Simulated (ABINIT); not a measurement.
# BaTiO3 (P4mm) in ABINIT: a series of runs

Aim: see how the results for BaTiO3 move with the level of theory and the settings. Levels: LDA, PBEsol. Tasks: relaxation of cell and atoms.

Everything below comes from runs of ABINIT 10.8.3 (patched build). Logs are shortened: lines on timing, memory, paths and dates and some standing lists are left out, and cuts for length are marked. The log counts tension as positive stress, the text compression.

## Step 1: Starting point

It takes space group P4mm (No. 99, tetragonal). The conventional cell has a = 4.000 Å, b = 4.000 Å, c = 4.018 Å, α = 90.00°, β = 90.00°, γ = 90.00°. Ba (site symmetry 4mm) has 12 O at 2.79 to 2.88 Å as nearest neighbours. Around Ti (site symmetry 4mm) lie 6 O at 1.89 to 2.13 Å. O (site symmetry 2mm) is surrounded by 2 Ti at 2.00 Å. Around O (site symmetry 4mm) lie 2 Ti at 1.89 to 2.13 Å.

## Step 2: Relaxation of cell and atoms, LDA

run.abi reads:

```
pp_dirpath "./"
pseudos "Ba.LDA_PW-JTH.xml, Ti.LDA_PW-JTH.xml, O.LDA_PW-JTH.xml"

acell 3.9998 3.9998 4.018 Angstrom
rprim
     1.0000000000     0.0000000000     0.0000000000
     0.0000000000     1.0000000000     0.0000000000
     0.0000000000     0.0000000000     1.0000000000
ntypat 3
znucl 56 22 8
natom 5
typat 1 2 3 3 3
xred
     0.0000000000     0.0000000000     0.0000000000
     0.5000000000     0.5000000000     0.4900000000
     0.0000000000     0.5000000000     0.5170000000
     0.5000000000     0.0000000000     0.5170000000
     0.5000000000     0.5000000000     0.0190000000
chkprim 0
chksymtnons 0
tolsym 1.0e-6

ecut 625.861884 eV
pawecutdg 45.0
pawovlp -1

kptopt 1
ngkpt 7 7 7
nshiftk 1
shiftk 0.0 0.0 0.0

ixc 7

nband 24
occopt 3
tsmear 0.00183747

nstep 100
tolvrs 1.0e-9

iomode 3
prtwf 0
prtden 0
prteig 0
prtebands 0
enunit 2

ionmov 22
ntime 60
tolmxf 5.0e-5
optcell 2
dilatmx 1.08
ecutsm 0.5
```

Potentials or basis: JTH PAW LDA v2.0.

On the command line:

```bash
> abinit run.abi > log 2>&1
```

run.abo:

```text
.Version 10.8.3 of ABINIT
 Symmetries : space group P4 m m (# 99); Bravais tP (primitive tetrag.)
================================================================================
 Values of the parameters that define the memory need of the present run
     intxc =       0    ionmov =      22      iscf =      17    lmnmax =      18
     lnmax =       6     mgfft =      36  mpssoang =       3    mqgrid =    3001
     natom =       5  nloc_mem =       2    nspden =       1   nspinor =       1
    nsppol =       1      nsym =       8    n1xccc =       1    ntypat =       3
    occopt =       3   xclevel =       1
       mpw =        2898          nfft =       46656          nkpt =          40
 PAW method is used; the additional fine FFT grid is defined by:
   mgfftf=        50    nfftf =    125000
================================================================================
================================================================================

--------------------------------------------------------------------------------
------------- Echo of variables that govern the present computation ------------
--------------------------------------------------------------------------------
 -outvars: echo values of preprocessed input variables --------
            acell      7.5585265584E+00  7.5585265584E+00  7.5929195739E+00 Bohr
              amu      1.37327000E+02  4.78800000E+01  1.59994000E+01
          chkprim           0
      chksymtnons           0
          dilatmx      1.08000000E+00
             ecut      2.30000000E+01 Hartree
           ecutsm      5.00000000E-01 Hartree
           enunit           2
           ionmov          22
              ixc           7
         kptrlatt        7    0    0      0    7    0      0    0    7
          kptrlen      5.29096859E+01
            natom           5
            nband          24
            ngfft          36      36      36
          ngfftdg          50      50      50
             nkpt          40
            nstep         100
             nsym           8
            ntime          60
           ntypat           3
           occopt           3
          optcell           2
        pawecutdg      4.50000000E+01 Hartree
          pawovlp     -1.0000000000E+00
           prtden           0
        prtebands           0
           prteig           0
            prtwf           0
          spgroup          99
           tolsym      1.00000000E-06
           tolvrs      1.00000000E-09
           tsmear      1.83747000E-03 Hartree
            typat      1  2  3  3  3
           useylm           1
           xangst      0.0000000000E+00  0.0000000000E+00  0.0000000000E+00
                       1.9999000000E+00  1.9999000000E+00  1.9688200000E+00
                       0.0000000000E+00  1.9999000000E+00  2.0773060000E+00
                       1.9999000000E+00  0.0000000000E+00  2.0773060000E+00
                       1.9999000000E+00  1.9999000000E+00  7.6342000000E-02
            xcart      0.0000000000E+00  0.0000000000E+00  0.0000000000E+00
                       3.7792632792E+00  3.7792632792E+00  3.7205305912E+00
                       0.0000000000E+00  3.7792632792E+00  3.9255394197E+00
                       3.7792632792E+00  0.0000000000E+00  3.9255394197E+00
                       3.7792632792E+00  3.7792632792E+00  1.4426547190E-01
             xred      0.0000000000E+00  0.0000000000E+00  0.0000000000E+00
                       5.0000000000E-01  5.0000000000E-01  4.9000000000E-01
                       0.0000000000E+00  5.0000000000E-01  5.1700000000E-01
                       5.0000000000E-01  0.0000000000E+00  5.1700000000E-01
                       5.0000000000E-01  5.0000000000E-01  1.9000000000E-02
            znucl       56.00000   22.00000    8.00000

================================================================================

 chkinp: Checking input parameters for consistency.

================================================================================
== DATASET  1 ==================================================================

--- !DatasetInfo
iteration_state: {dtset: 1, }
dimensions: {natom: 5, nkpt: 40, mband: 24, nsppol: 1, nspinor: 1, nspden: 1, mpw: 2898, }
cutoff_energies: {ecut:  23.0, pawecutdg:  45.0, }
electrons: {nelect:   4.00000000E+01, charge:   0.00000000E+00, occopt:   3.00000000E+00, tsmear:   1.83747000E-03, }
[... 1158 lines left out ...]
 ----iterations are completed or convergence reached----

 Mean square residual over all n,k,spin=   36.192E-10; max=  34.715E-07
 reduced coordinates (array xred) for    5 atoms
       0.000000000000      0.000000000000      0.000630507536
       0.500000000000      0.500000000000      0.486577588981
       0.000000000000      0.500000000000      0.515716967153
       0.500000000000      0.000000000000      0.515716967153
       0.500000000000      0.500000000000      0.024357969178
 rms dE/dt=  3.3246E-05; max dE/dt=  0.0000E+00; dE/dt below (all hartree)
    1       0.000000000000      0.000000000000     -0.000058455648
    2       0.000000000000      0.000000000000     -0.000008947244
    3       0.000000000000      0.000000000000     -0.000038380013
    4       0.000000000000      0.000000000000     -0.000038380013
    5       0.000000000000      0.000000000000     -0.000100681415

 cartesian coordinates (angstrom) at end:
    1      0.00000000000000     0.00000000000000     0.00251997829445
    2      1.96784930550257     1.96784930550257     1.94472689515081
    3      0.00000000000000     1.96784930550257     2.06118958008065
    4      1.96784930550257     0.00000000000000     2.06118958008065
    5      1.96784930550257     1.96784930550257     0.09735260900730

 cartesian forces (hartree/bohr) at end:
    1     -0.00000000000000    -0.00000000000000     0.00000125606905
    2     -0.00000000000000    -0.00000000000000    -0.00000529894367
    3     -0.00000000000000    -0.00000000000000    -0.00000140198565
    4     -0.00000000000000    -0.00000000000000    -0.00000140198565
    5     -0.00000000000000    -0.00000000000000     0.00000684684592
 frms,max,avg= 2.3161310E-06 6.8468459E-06   0.000E+00  0.000E+00  6.484E-06 h/b

 cartesian forces (eV/Angstrom) at end:
    1     -0.00000000000000    -0.00000000000000     0.00006458966745
    2     -0.00000000000000    -0.00000000000000    -0.00027248263937
    3     -0.00000000000000    -0.00000000000000    -0.00007209300059
    4     -0.00000000000000    -0.00000000000000    -0.00007209300059
    5     -0.00000000000000    -0.00000000000000     0.00035207897310
 frms,max,avg= 1.1910024E-04 3.5207897E-04   0.000E+00  0.000E+00  3.334E-04 e/A
 length scales=  7.437392488915  7.437392488915  7.552754801596 bohr
              =  3.935698611005  3.935698611005  3.996745717831 angstroms
 Fermi (or HOMO) energy (hartree) =   0.18545   Average Vxc (hartree)=  -0.43990
 Eigenvalues (hartree) for nkpt=  40  k points:
 kpt#   1, nband= 24, wtk=  0.00292, kpt=  0.0000  0.0000  0.0000 (reduced coord)
  -1.89576   -1.03684   -1.03486   -1.03486   -0.75710   -0.46294   -0.43841   -0.43641
  -0.21220   -0.21097   -0.21097    0.06600    0.06735    0.06735    0.10106    0.10106
   0.10590    0.13918    0.14062    0.14062    0.21820    0.22934    0.22934    0.31255
      occupation numbers for kpt#   1
   2.00000    2.00000    2.00000    2.00000    2.00000    2.00000    2.00000    2.00000
   2.00000    2.00000    2.00000    2.00000    2.00000    2.00000    2.00000    2.00000
   2.00000    2.00000    2.00000    2.00000    0.00000    0.00000    0.00000    0.00000
 prteigrs : prtvol=0 or 1, do not print more k-points.

 Fermi (or HOMO) energy (eV) =   5.04646   Average Vxc (eV)= -11.97037
 Eigenvalues (   eV  ) for nkpt=  40  k points:
 kpt#   1, nband= 24, wtk=  0.00292, kpt=  0.0000  0.0000  0.0000 (reduced coord)
 -51.58630  -28.21396  -28.16007  -28.16007  -20.60174  -12.59727  -11.92966  -11.87532
  -5.77436   -5.74091   -5.74091    1.79589    1.83262    1.83262    2.75009    2.75009
   2.88172    3.78736    3.82638    3.82638    5.93763    6.24068    6.24068    8.50484
 prteigrs : prtvol=0 or 1, do not print more k-points.

--- !EnergyTerms
iteration_state     : {dtset: 1, itime: 9, icycle: 1, }
comment             : Components of total free energy in Hartree
kinetic             :  3.95237846333984E+01
hartree             :  2.88472943720268E+01
xc                  : -2.16259579591255E+01
Ewald energy        : -1.04722246289948E+02
psp_core            :  9.64805753964346E+00
local_psp           : -8.87233811347771E+01
PAW spherical_terms :  3.54213742422222E+00
internal            : -1.33510311414560E+02
'-kT*entropy'       : -1.93929337704874E-11
total_energy        : -1.33510311414579E+02
total_energy_eV     : -3.63300065172333E+03
...

--- !EnergyTermsDC
iteration_state     : {dtset: 1, itime: 9, icycle: 1, }
comment             : '"Double-counting" decomposition of free energy'
band_energy         : -1.41618158736305E+01
Ewald energy        : -1.04722246289948E+02
psp_core            :  9.64805753964346E+00
xc_dc               : -2.70346305651580E+01
PAW spherical_terms :  2.76032462610663E+00
internal            : -1.33510310562987E+02
'-kT*entropy'       : -1.93929337704874E-11
total_energy_dc     : -1.33510310563006E+02
total_energy_dc_eV  : -3.63300062855084E+03
...

--- !EnergyTermsWithPAWCore
iteration_state     : {dtset: 1, itime: 9, icycle: 1, }
comment             : 'Components of total free energy, including PAW core contributions'
Total energy        : -9.20619966900879E+03
Total energy DC     : -9.20619966815721E+03
Total energy (eV)   : -2.50513455051020E+05
Total energy DC (eV): -2.50513455027848E+05
...

 rms coord change=  1.7148E-03   atom, delta coord (reduced):
     1        0.000000000000      0.000000000000      0.000630507536
     2        0.000000000000      0.000000000000     -0.003422411019
     3        0.000000000000      0.000000000000     -0.001283032847
     4        0.000000000000      0.000000000000     -0.001283032847
     5        0.000000000000      0.000000000000      0.005357969178

 Cartesian components of stress tensor (hartree/bohr^3)
  sigma(1 1)=  1.45499943E-07  sigma(3 2)=  0.00000000E+00
  sigma(2 2)=  1.45499943E-07  sigma(3 1)=  0.00000000E+00
  sigma(3 3)=  8.39469652E-08  sigma(2 1)=  0.00000000E+00

-Cartesian components of stress tensor (GPa)         [Pressure= -3.6771E-03 GPa]
- sigma(1 1)=  4.28075610E-03  sigma(3 2)=  0.00000000E+00
- sigma(2 2)=  4.28075610E-03  sigma(3 1)=  0.00000000E+00
- sigma(3 3)=  2.46980499E-03  sigma(2 1)=  0.00000000E+00

== END DATASET(S) ==============================================================
================================================================================

 -outvars: echo values of variables after computation  --------
            acell      7.4373924889E+00  7.4373924889E+00  7.5527548016E+00 Bohr
           etotal     -1.3351031056E+02
            fcart     -0.0000000000E+00 -0.0000000000E+00  1.2560690493E-06
                      -0.0000000000E+00 -0.0000000000E+00 -5.2989436746E-06
                      -0.0000000000E+00 -0.0000000000E+00 -1.4019856470E-06
                      -0.0000000000E+00 -0.0000000000E+00 -1.4019856470E-06
                      -0.0000000000E+00 -0.0000000000E+00  6.8468459193E-06
           strten      1.4549994258E-07  1.4549994258E-07  8.3946965178E-08
                       0.0000000000E+00  0.0000000000E+00  0.0000000000E+00
           xangst      0.0000000000E+00  0.0000000000E+00  2.5199782944E-03
                       1.9678493055E+00  1.9678493055E+00  1.9447268952E+00
                       0.0000000000E+00  1.9678493055E+00  2.0611895801E+00
                       1.9678493055E+00  0.0000000000E+00  2.0611895801E+00
                       1.9678493055E+00  1.9678493055E+00  9.7352609007E-02
             xred      0.0000000000E+00  0.0000000000E+00  6.3050753597E-04
                       5.0000000000E-01  5.0000000000E-01  4.8657758898E-01
                       0.0000000000E+00  5.0000000000E-01  5.1571696715E-01
                       5.0000000000E-01  0.0000000000E+00  5.1571696715E-01
                       5.0000000000E-01  5.0000000000E-01  2.4357969178E-02
 Calculation completed.
```

Run time: 12 min. Hardware: 1 thread of Arm Neoverse V2, shared host; peak memory 0.18 GiB.

Results:

| Item | Value |
| --- | --- |
| Free energy | -3633.0006 eV |
| Relaxed volume | 12.38 Å³/atom |
| Relaxed cell | a = 3.936 Å, b = 3.936 Å, c = 3.997 Å, α = 90.00°, β = 90.00°, γ = 90.00° |
| Space group after relaxing (to 0.05 Å) | P4mm (No. 99) |
| Energy gained by relaxing | 12.8 meV/atom |
| Ionic steps | 9 |
| Pressure after relaxing | 0.0 GPa |
| Band gap on the k mesh | 1.90 eV, indirect (least direct gap 2.11 eV) |

Step by step:
| step | energy change (eV) | largest force (eV/Å) | pressure (GPa) | volume (Å³) |
| --- | --- | --- | --- | --- |
| 1 | 0.0000 | 0.4243 | -7.19 | 64.28 |
| 2 | -0.0490 | 0.2459 | -3.39 | 62.88 |
| 3 | -0.0631 | 0.0211 | 0.30 | 61.72 |
| 4 | -0.0634 | 0.0123 | 0.08 | 61.78 |
| 5 | -0.0638 | 0.0200 | -0.05 | 61.85 |
| 6 | -0.0639 | 0.0138 | -0.07 | 61.89 |
| 7 | -0.0640 | 0.0230 | 0.01 | 61.90 |
| 8 | -0.0640 | 0.0121 | 0.00 | 61.92 |
| 9 | -0.0640 | 0.0004 | 0.00 | 61.91 |

Final structure:
```xyz
5
Lattice="3.9357 0.0000 0.0000 0.0000 3.9357 0.0000 0.0000 0.0000 3.9967" Properties=species:S:1:pos:R:3 pbc="T T T"
Ba    0.0000    0.0000    0.0025
Ti    1.9678    1.9678    1.9447
O     0.0000    1.9678    2.0612
O     1.9678    0.0000    2.0612
O     1.9678    1.9678    0.0974
```

Caveat: this set's barium file shifts pressures by 1.5 GPa and gaps by 0.1 eV against other sets; spin-orbit coupling is left out, which moves the levels of the heavy elements; an odd mesh through Γ misses points on the zone boundary, where band edges often lie; the atomic spheres overlap.

[end of part 1 of 2]
